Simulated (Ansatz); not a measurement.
# Hf (sc type): the cost of one run

Computed with Ansatz 0.2.0 (DFT PBE, with the methods named in each step, unless a step's input says otherwise).

### 1 Starting point

Symmetry: Pm-3m, No. 221, cubic system. Conventional cell: a = 2.899 Å, b = 2.899 Å, c = 2.899 Å, α = 90.00°, β = 90.00°, γ = 90.00°. Around Hf (site symmetry m-3m) lie 6 Hf at 2.90 Å.

Coordinates:

```cif
data_structure
_symmetry_space_group_name_H-M 'P 1'
_symmetry_Int_Tables_number 1
_cell_length_a 2.8991
_cell_length_b 2.8991
_cell_length_c 2.8991
_cell_angle_alpha 90.000
_cell_angle_beta 90.000
_cell_angle_gamma 90.000
_cell_volume 24.37
loop_
_atom_site_label
_atom_site_type_symbol
_atom_site_fract_x
_atom_site_fract_y
_atom_site_fract_z
_atom_site_occupancy
Hf1 Hf 0.00000 0.00000 0.00000 1
```

Whether this phase is the stable one at these pressures isn't tested.

### 2 Cell relaxed at zero pressure, PAW

input.yaml

```yaml
crystal:
  lattice:
    - [2.8990833409, 0.0, 0.0]
    - [0.0, 2.8990833409, 0.0]
    - [0.0, 0.0, 2.8990833409]
  atoms:
    - { symbol: Hf, position: [0.0, 0.0, 0.0] }
kpoints:
  mp_grid: { grid: [15, 15, 15] }
scf:
  occupations: { method: fermi_dirac, width: 0.08 }
hamiltonian:
  xc: pbe
  pseudopotentials: { kind: paw }
output:
  forces: true
  stress: true
relax:
  f_tol: 0.005
  max_steps: 40
  cell: {}
```

Launch:

```bash
$ ansatz run input.yaml --threads 1 --pin off --max-ram 2048MiB --backend cpu --events-out ev --progress --plain --runs-dir out
```

**Question.** How long does this run take on 1 thread of Intel Xeon 6975P-C (Granite Rapids), shared host, and how much memory does it need?

About 4.5 s, with a peak of 0.4 GiB.
